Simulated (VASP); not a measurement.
GaAs:

```xyz
2
Lattice="0.0000 2.8727 2.8727 2.8727 0.0000 2.8727 2.8727 2.8727 0.0000" Properties=species:S:1:pos:R:3 pbc="T T T"
Ga    0.0000    0.0000    0.0000
As    1.4363    1.4363    1.4363
```

| Item | Value |
| --- | --- |
| Program | VASP 6.6.1 |
| Task | relaxation of cell and atoms |
| Functional | PBEsol |
| Potentials or basis | VASP PAW PBE potentials, release 64 (Ga_d, As) |
| Cutoff | 600 eV |
| k mesh | 12 × 12 × 12 |
| Occupations | gaussian, width 0.02 eV |
| Spin | no spin polarisation |

At the start: pressure -2.7 GPa; volume 23.71 Å³/atom.

Where does the relaxation end?

Over 3 steps the energy falls by 8.8 meV/atom and the volume is 22.70 Å³/atom (-4.2 %); space group F-43m (No. 216, to 0.05 Å).

The path:
```csv
step,energy change (eV),largest force (eV/Å),pressure (GPa),volume (Å³)
1,0.0000,0.0000,-2.72,47.41
2,-0.0153,0.0000,1.09,44.70
3,-0.0177,0.0000,0.03,45.40
```

Final structure:
```
CELL_PARAMETERS angstrom
0.00000 2.83150 2.83150
2.83150 0.00000 2.83150
2.83150 2.83150 0.00000
ATOMIC_POSITIONS crystal
Ga 0.00000 0.00000 0.00000
As 0.25000 0.25000 0.25000
```

Caveat: the PAW data sets were made with another functional, which shifts forces and pressure a little.
